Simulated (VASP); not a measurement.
Input of a VASP 6.6.1 run:

The input INCAR:

```
ALGO     = Normal         # electronic algorithm
EDIFF    = 1E-6           # SCF threshold, eV
EDIFFG   = -0.01          # ionic threshold
ENCUT    = 600            # plane-wave cutoff, eV
GGA      = RE             # functional
IBRION   = 2              # ionic algorithm
ISIF     = 3              # what is computed and relaxed
ISMEAR   = -1             # smearing method
ISPIN    = 2              # spin polarisation
IVDW     = 11             # dispersion correction
LASPH    = T              # aspherical terms in the spheres
LCHARG   = F              # write CHGCAR
LMAXMIX  = 6              # l up to which the mixer works
LORBIT   = 11             # projections on sites
LREAL    = F              # projectors in reciprocal space
LWAVE    = F              # write WAVECAR
MAGMOM   = 7 0            # initial moments
NELM     = 120            # most SCF steps
NSW      = 60             # ionic steps
PREC     = Accurate       # precision mode
SIGMA    = 0.05           # smearing width, eV
```

Contents of KPOINTS:

```
k-points
0
Gamma
  8 8 8
```

Contents of POSCAR:

```
EuS
1.0
    0.0000000000      2.9785000000      2.9785000000
    2.9785000000      0.0000000000      2.9785000000
    2.9785000000      2.9785000000      0.0000000000
Eu S
1 1
Direct
    0.0000000000      0.0000000000      0.0000000000
    0.5000000000      0.5000000000      0.5000000000
```

Potentials or basis: VASP PAW PBE potentials, release 64 (Eu, S).

Run with:

```console
$ cat potpaw_PBE.64/Eu/POTCAR potpaw_PBE.64/S/POTCAR > POTCAR
$ mpirun -np 1 vasp_std > vasp.out
```

Predict the net moment.

6.97 μB per cell.

Predict the dispersion energy per atom.

-0.399 eV.

Estimate the relaxed cell.

a = 4.099 Å, b = 4.099 Å, c = 4.099 Å, α = 60.00°, β = 60.00°, γ = 60.00°.

Step by step:
```tsv
step	energy change (eV)	largest force (eV/Å)	pressure (GPa)	volume (Å³)
1	0.0000	0.0000	-3.32	52.85
2	-0.0472	0.0000	-0.11	48.77
3	-0.0472	0.0000	0.16	48.67
4	-0.0471	0.0000	-0.24	48.84
5	-0.0472	0.0000	0.00	48.72
```

Caveat: the PAW data sets were made with another functional, which shifts forces and pressure a little; a cell with one magnetic atom can't hold antiferromagnetic order, which such compounds often take; without U or exact exchange the open f shell lies at the Fermi level, which spoils levels, moments and volumes; pairwise dispersion overbinds metals, which lowers pressure and volume. The state reached can hang on the start; a lower one may exist.
